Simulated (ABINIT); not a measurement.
Cd:

```
Cd
1.0
     2.97887    0.00000    0.00000
    -1.48944    2.57978    0.00000
     0.00000    0.00000    5.61765
Cd
2
Direct
  0.66667 0.33333 0.75000
  0.33333 0.66667 0.25000
```

```yaml
Program: ABINIT 10.8.3 (patched build)
Task: relaxation of cell and atoms
Functional: PBEsol
Potentials_or_basis: JTH PAW PBE v2.0
Cutoff: 599 eV
k_mesh: 8 × 8 × 4
Occupations: fermi-dirac, width 0.05 eV
Spin: no spin polarisation
```

At the start: pressure -1.3 GPa; volume 21.59 Å³/atom.

Problem. How do energy, volume and symmetry change on relaxing?

Solution. Over 10 steps the energy falls by 13.0 meV/atom and the volume is 20.72 Å³/atom (-4.0 %); space group P6_3/mmc (No. 194, to 0.05 Å).

Step by step:
| step | energy change (eV) | largest force (eV/Å) | pressure (GPa) | volume (Å³) |
| --- | --- | --- | --- | --- |
| 1 | 0.0000 | 0.0000 | -1.30 | 43.17 |
| 2 | -0.0028 | 0.0000 | -1.15 | 43.00 |
| 3 | -0.0188 | 0.0000 | 1.31 | 40.80 |
| 4 | -0.0208 | 0.0000 | 1.18 | 40.83 |
| 5 | -0.0257 | 0.0000 | 0.02 | 41.36 |
| 6 | -0.0259 | 0.0000 | -0.04 | 41.44 |
| 7 | -0.0246 | 0.0000 | -0.09 | 41.60 |
| 8 | -0.0260 | 0.0000 | 0.00 | 41.44 |
| 9 | -0.0260 | 0.0000 | 0.00 | 41.44 |
| 10 | -0.0260 | 0.0000 | 0.00 | 41.44 |

Final structure:
```cif
data_structure
_symmetry_space_group_name_H-M 'P 1'
_symmetry_Int_Tables_number 1
_cell_length_a 3.0055
_cell_length_b 3.0055
_cell_length_c 5.2976
_cell_angle_alpha 90.000
_cell_angle_beta 90.000
_cell_angle_gamma 120.000
_cell_volume 41.44
loop_
_atom_site_label
_atom_site_type_symbol
_atom_site_fract_x
_atom_site_fract_y
_atom_site_fract_z
_atom_site_occupancy
Cd1 Cd 0.66667 0.33333 0.75000 1
Cd2 Cd 0.33333 0.66667 0.25000 1
```

Caveat: the PAW data sets were made with another functional, which shifts forces and pressure a little.
